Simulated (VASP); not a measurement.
Set up this calculation in VASP 6.6.1, as the native input.

| Property | Result |
| --- | --- |
| Task | relaxation of the atoms |
| Functional | PBEsol |
| Potentials or basis | VASP PAW PBE potentials, release 64 (As, Ga_d) |
| Cutoff | 520 eV |
| k mesh | 9 × 9 × 1 |
| Occupations | gaussian, width 0.05 eV |
| Spin | no spin polarisation |
| Dipole correction | yes |
| Further INCAR settings | ALGO = Fast; EDIFF = 1e-06; IBRION = 2; EDIFFG = -0.02; NSW = 80 |

The structure of Ga4As5 lies in POSCAR:

```
Ga4As5
1.0
    4.0010046268      0.0000000000      0.0000000000
    0.0000000000      4.0010046268      0.0000000000
    0.0000000000      0.0000000000     26.3165500128
As Ga
5 4
Direct
    0.0000000000      0.5000000000      0.2849917636
    0.5000000000      0.0000000000      0.3924958818
    0.0000000000      0.5000000000      0.5000000000
    0.5000000000      0.0000000000      0.6075041182
    0.0000000000      0.5000000000      0.7150082364
    0.5000000000      0.5000000000      0.3387438227
    0.0000000000      0.0000000000      0.4462479409
    0.5000000000      0.5000000000      0.5537520591
    0.0000000000      0.0000000000      0.6612561773
```

The cell isn't the ideal one: (1 0 0) slab, atoms relaxed.

One way to write it, as run:

INCAR

```
  ALGO = Fast
  DIPOL = 0.5 0.5 0.500
  EDIFF = 1E-6
  EDIFFG = -0.02
  ENCUT = 520
  GGA = PS
  IBRION = 2
  IDIPOL = 3
  ISIF = 2
  ISMEAR = 0
  LASPH = True
  LCHARG = False
  LDIPOL = True
  LREAL = False
  LWAVE = False
  NELM = 80
  NSW = 80
  PREC = Accurate
  SIGMA = 0.05
```

KPOINTS

```
k-points
0
Gamma
  9 9 1
```

Potentials or basis: VASP PAW PBE potentials, release 64 (As, Ga_d).

Command:

```sh
$ cat potpaw_PBE.64/As/POTCAR potpaw_PBE.64/Ga_d/POTCAR > POTCAR
$ mpirun -np 1 vasp_std > vasp.out
```

It gave:

```
Energy gained by relaxing    : 1.2 meV/atom
Ionic steps                  : 5
Largest force after relaxing : 0.015 eV/Å
Band gap on the k mesh       : none (metal or under the smearing width)
```

Caveat: the PAW data sets were made with another functional, which shifts forces and pressure a little.

It took 10 min on 1 thread of Intel(R) Xeon(R) 6975P-C (Granite Rapids), on a shared host, peak memory 0.58 GiB.
